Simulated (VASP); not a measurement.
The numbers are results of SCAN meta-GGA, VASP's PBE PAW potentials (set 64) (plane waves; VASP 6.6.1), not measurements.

Input for VASP

### INCAR
```
# general
SYSTEM =BaF2
PREC   =Accurate
ENCUT  =520
LREAL  =.False.
LASPH  =.True.

# electronic loop
EDIFF  =1E-6
NELM   =100
ALGO   =Normal
LMAXMIX=4
LMIXTAU=.True.

# smearing
ISMEAR =0
SIGMA  =0.05

# functional
METAGGA=SCAN

# ions
IBRION =2
NSW    =60
ISIF   =3
EDIFFG =-0.02

# output
LWAVE  =.False.
LCHARG =.False.
```

File POSCAR:
```
BaF2
1
    0.0000000000     3.0881704996     3.0881704996
    3.0881704996     0.0000000000     3.0881704996
    3.0881704996     3.0881704996    -0.0000000000
Ba F
1 2
Direct
  0.0000000000   1.0000000000   0.0000000000
  0.2500000000   0.2500000000   0.2500000000
  0.7500000000   0.7500000000   0.7500000000
```

File KPOINTS:
```
K-points
0
G
6 6 6
```

POTCAR, in this order: Ba_sv F (PBE.64 set). Program: vasp_std.

What VASP printed:

File OSZICAR:
```
       N       E                     dE             d eps       ncg     rms          rms(c)
DAV:   1     0.117686263949E+03    0.11769E+03   -0.13752E+04   512   0.144E+03
DAV:   2    -0.618900055634E+02   -0.17958E+03   -0.17360E+03   648   0.303E+02
DAV:   3    -0.680693582821E+02   -0.61794E+01   -0.61720E+01   704   0.661E+01
DAV:   4    -0.681351237678E+02   -0.65765E-01   -0.65757E-01   624   0.605E+00
DAV:   5    -0.681373875394E+02   -0.22638E-02   -0.22637E-02   736   0.720E-01    0.832E+00
DAV:   6    -0.595322137873E+02    0.86052E+01   -0.57049E+00   792   0.157E+01    0.383E+00
DAV:   7    -0.587005043214E+02    0.83171E+00   -0.27464E+00   616   0.182E+01    0.207E+00
DAV:   8    -0.599653572743E+02   -0.12649E+01   -0.11903E+00   528   0.119E+01    0.178E+00
DAV:   9    -0.582231651657E+02    0.17422E+01   -0.19867E+00   520   0.126E+01    0.248E+00
DAV:  10    -0.588301831722E+02   -0.60702E+00   -0.87667E-01   544   0.785E+00    0.525E-01
DAV:  11    -0.587885918924E+02    0.41591E-01   -0.19333E-02   552   0.143E+00    0.567E-01
DAV:  12    -0.589201135682E+02   -0.13152E+00   -0.55868E-02   512   0.212E+00    0.828E-02
DAV:  13    -0.589366809430E+02   -0.16567E-01   -0.10734E-02   512   0.144E+00    0.283E-02
DAV:  14    -0.589334456932E+02    0.32352E-02   -0.77416E-04   672   0.410E-01    0.381E-02
DAV:  15    -0.589361970802E+02   -0.27514E-02   -0.69530E-04   512   0.356E-01    0.197E-02
DAV:  16    -0.589375390086E+02   -0.13419E-02   -0.58074E-04   512   0.363E-01    0.741E-03
DAV:  17    -0.589375117287E+02    0.27280E-04   -0.13152E-05   720   0.465E-02    0.691E-03
DAV:  18    -0.589375650301E+02   -0.53301E-04   -0.19393E-05   512   0.657E-02    0.438E-03
DAV:  19    -0.589375803860E+02   -0.15356E-04   -0.11472E-05   528   0.458E-02    0.140E-03
DAV:  20    -0.589375794104E+02    0.97562E-06   -0.11225E-06   424   0.134E-02
   1 F= -.58937579E+02 E0= -.58937579E+02  d E =-.589376E+02
       N       E                     dE             d eps       ncg     rms          rms(c)
DAV:   1    -0.590063928634E+02   -0.68812E-01   -0.18870E+00   680   0.127E+01    0.219E+00
DAV:   2    -0.589356493015E+02    0.70744E-01   -0.36037E-01   512   0.490E+00    0.393E-01
DAV:   3    -0.589359080248E+02   -0.25872E-03   -0.25810E-02   576   0.156E+00    0.183E-01
DAV:   4    -0.589255143315E+02    0.10394E-01   -0.17835E-02   648   0.155E+00    0.903E-02
DAV:   5    -0.589098925253E+02    0.15622E-01   -0.18902E-02   512   0.195E+00    0.629E-02
DAV:   6    -0.589296294595E+02   -0.19737E-01   -0.16559E-02   512   0.182E+00    0.581E-02
DAV:   7    -0.589405591152E+02   -0.10930E-01   -0.49571E-03   512   0.966E-01    0.208E-02
DAV:   8    -0.589406372860E+02   -0.78171E-04   -0.10256E-04   648   0.122E-01    0.834E-03
DAV:   9    -0.589406011312E+02    0.36155E-04   -0.78951E-06   536   0.377E-02    0.746E-03
DAV:  10    -0.589406557055E+02   -0.54574E-04   -0.38687E-05   512   0.876E-02    0.541E-03
DAV:  11    -0.589406673984E+02   -0.11693E-04   -0.95199E-06   512   0.364E-02    0.268E-03
DAV:  12    -0.589406674240E+02   -0.25623E-07   -0.14733E-07   472   0.497E-03
   2 F= -.58940667E+02 E0= -.58940667E+02  d E =-.308801E-02
       N       E                     dE             d eps       ncg     rms          rms(c)
DAV:   1    -0.589425426777E+02   -0.18753E-02   -0.47141E-02   624   0.203E+00    0.351E-01
DAV:   2    -0.589406631347E+02    0.18795E-02   -0.90672E-03   512   0.776E-01    0.629E-02
DAV:   3    -0.589406191113E+02    0.44023E-04   -0.52822E-04   568   0.237E-01    0.299E-02
DAV:   4    -0.589404141851E+02    0.20493E-03   -0.47020E-04   648   0.264E-01    0.124E-02
DAV:   5    -0.589399183057E+02    0.49588E-03   -0.73811E-04   512   0.400E-01    0.999E-03
DAV:   6    -0.589406908170E+02   -0.77251E-03   -0.51036E-04   512   0.328E-01    0.743E-03
DAV:   7    -0.589407664977E+02   -0.75681E-04   -0.43794E-05   512   0.902E-02    0.385E-03
DAV:   8    -0.589407700646E+02   -0.35669E-05   -0.22190E-06   440   0.169E-02    0.174E-03
DAV:   9    -0.589407691255E+02    0.93908E-06   -0.41654E-07   400   0.703E-03
   3 F= -.58940769E+02 E0= -.58940769E+02  d E =-.318972E-02
```

OUTCAR:
```
------------------------ aborting loop because EDIFF is reached ----------------------------------------
  FORCE on cell =-STRESS in cart. coord.  units (eV):
  Direction    XX          YY          ZZ          XY          YZ          ZX
  --------------------------------------------------------------------------------------
  Total        0.0062241      0.0062241      0.0062241      0.0000000     -0.0000000     -0.0000000
  in kB        0.1665799      0.1665799      0.1665799      0.0000000     -0.0000000     -0.0000000
  external PRESSURE =       0.1665799 kB  Pullay stress =       0.0000000 kB
  volume of cell :       59.86
      direct lattice vectors                 reciprocal lattice vectors
     0.000000000  3.104881415  3.104881415    -0.161036746  0.161036746  0.161036746
     3.104881415  0.000000000  3.104881415     0.161036746 -0.161036746  0.161036746
     3.104881415  3.104881415 -0.000000000     0.161036746  0.161036746 -0.161036746
 POSITION                                       TOTAL-FORCE (eV/Angst)
 -----------------------------------------------------------------------------------
      0.00000      0.00000     -0.00000         0.000000     -0.000000     -0.000000
      1.55244      1.55244      1.55244        -0.000000     -0.000000     -0.000000
      4.65732      4.65732      4.65732         0.000000      0.000000      0.000000
 -----------------------------------------------------------------------------------
    total drift:                               -0.000000     -0.000000      0.000000
  FREE ENERGIE OF THE ION-ELECTRON SYSTEM (eV)
  ---------------------------------------------------
  free  energy   TOTEN  =       -58.9407691255 eV

  energy  without entropy=      -58.9407691255  energy(sigma->0) =      -58.94076913

 reached required accuracy - stopping structural energy minimisation
```
(Selected blocks of OUTCAR.)

**CONTCAR**
```
BaF2
   1.00000000000000
     0.0000000000000000    3.1048814152997166    3.1048814152997166
     3.1048814152997166    0.0000000000000000    3.1048814152997166
     3.1048814152997166    3.1048814152997166   -0.0000000000000000
  Ba              F
     1     2
Direct
     0.0000000000000000    0.0000000000000000    0.0000000000000000
     0.2500000000000000    0.2500000000000000    0.2500000000000000
     0.7500000000000000    0.7500000000000000    0.7500000000000000
```

The compound is BaF2 in the fluorite structure. This run relaxes it. Symmetry was kept, so distortions that lower it aren't found.
